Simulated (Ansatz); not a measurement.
Here is an Ansatz 0.2.0 calculation.

Contents of input.yaml:

```yaml
crystal:
  lattice:
    - [-1.3843987196, 1.3843987196, 2.3112238365]
    - [1.3843987196, -1.3843987196, 2.3112238365]
    - [1.3843987196, 1.3843987196, -2.3112238365]
  atoms:
    - { symbol: Ga, position: [0.0, 0.0, 0.0] }
hamiltonian:
  xc: pbesol
  pseudopotentials: { kind: paw }
kpoints:
  mp_grid: { grid: [13, 13, 13] }
scf:
  occupations: { method: fermi_dirac, width: 0.05 }
output:
  forces: true
  stress: true
  eigenvalues: true
```

Potentials or basis: Ansatz PAW.

Launch:

```bash
$ ansatz run input.yaml --threads 2 --pin off --max-ram 5632MiB --backend cpu --events-out ev --progress --plain --runs-dir out
```

Problem. Estimate the pressure.

Solution. -0.3 GPa.

Problem. Predict the band gap on the k mesh.

Solution. None (metal or under the smearing width).

Stress tensor (GPa, compression positive):
```
-0.26  0.00  0.00
 0.00 -0.26  0.00
 0.00  0.00 -0.43
```

Caveat: the PAW data sets come from PBE, with cores solved anew for the run's functional, which leaves a small shift of forces and pressure.
